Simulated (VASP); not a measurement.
## Ge: equation of state with PBEsol

Crystal: Ge.

```
Ge
1.0
    -2.57449    2.57449    1.39741
     2.57449   -2.57449    1.39741
     2.57449    2.57449   -1.39741
Ge
2
Direct
  0.50000 0.50000 0.00000
  0.25000 0.75000 0.50000
```

This isn't the form of Ge at room conditions, which is diamond.

```json
{
 "Program": "VASP 6.6.1",
 "Task": "equation of state",
 "Functional": "PBEsol",
 "Potentials or basis": "VASP PAW PBE potentials, release 64 (Ge_d)",
 "Cutoff": "520 eV",
 "k mesh": "11 × 11 × 11",
 "Occupations": "fermi-dirac, width 0.05 eV",
 "Spin": "no spin polarisation",
 "Ladder": "free",
 "Further INCAR settings": "ALGO = Normal; EDIFF = 1e-07; NBANDS = 21"
}
```

```yaml
Equilibrium_volume: 18.40 Å³/atom
Bulk_modulus_at_fixed_shape_and_positions: 79 GPa
Pressure_derivative_of_the_bulk_modulus: 4.2
```

Energy against volume, from the lowest point:
```tsv
volume (Å³/atom)	energy (meV/atom)
17.413	14.03
17.783	5.14
18.154	0.61
18.524	0.00
18.895	2.92
19.265	9.03
19.636	17.99
```

All runs of the series together: 4.9 min on 1 thread of AMD EPYC 9R45 96-Core Processor (Zen 5), with other jobs on the host.

Caveat: the cell was scaled at fixed shape and fractional positions, which overstates the stiffness of a crystal with free parameters, most of all of layers and chains; the PAW data sets were made with another functional, which shifts forces and pressure a little.
